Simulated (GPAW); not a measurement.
Crystal: BaTiO3 (Barioperovskite).

```xyz
5
Lattice="3.9855 0.0000 0.0000 0.0000 2.8369 2.8451 0.0000 -2.8369 2.8451" Properties=species:S:1:pos:R:3 pbc="T T T"
Ba    0.0000    0.0000    0.0000
Ti    1.9928    0.0000    2.9157
O     1.9928    1.3804    4.2594
O     1.9928   -1.3804    4.2594
O     0.0000    0.0000    2.7735
```

Base run:

- Program: GPAW 26.7.0
- Functional: PBEsol
- Potentials or basis: PAW data sets generated in the run's folder for this functional
- Cutoff: 800 eV
- Basis: pw
- k mesh: 7 × 7 × 7
- Occupations: fermi-dirac, width 0.05 eV
- Spin: no spin polarisation

Its results: band gap on the k mesh 1.91 eV, indirect (least direct gap 2.04 eV); pressure -2.5 GPa; largest force 0.255 eV/Å.

Task: The run is repeated on the same cell with these changes: k mesh from 7 × 7 × 7 to 5 × 5 × 5. What comes out?

Result: Band gap on the k mesh 1.97 eV, indirect (least direct gap 2.03 eV); pressure -2.5 GPa; largest force 0.261 eV/Å.

Caveats: spin-orbit coupling is left out, which moves the levels of the heavy elements; an odd mesh through Γ misses points on the zone boundary, where band edges often lie (some runs); the mesh misses the band edges, which the band path finds closer together (some runs).
